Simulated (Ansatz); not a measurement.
Wires are cut from relaxed bulk Al (Fm-3m, 16.50 Å³/atom, gap on the mesh 0.00 eV); atoms and period are relaxed, and energies count from that bulk.

Theory: DFT PBE, scalar-relativistic, plane waves, PAW (Ansatz).

Cutoff 420 eV, Gaussian smearing of 0.05 eV, energies at zero smearing, symmetry of each start kept, no spin polarisation.

| start | atoms | k mesh | excess energy (eV per host atom) | line energy (eV/Å) | period (Å) | gap on the mesh (eV) |
| --- | --- | --- | --- | --- | --- | --- |
| [111] wire, 6 host atoms a period | 6 | 1×1×8 | 1.163 | 1.116 | 6.257 | 0.29 |
| [111] wire, 8 host atoms a period | 8 | 1×1×8 | 0.859 | 1.100 | 6.251 | 0.27 |

Each run keeps its start's symmetry and one magnetic start, so lower states can exist.

Cost: 2 runs of about 3.4 core-minutes in all, on Arm Neoverse V2 (shared hosts).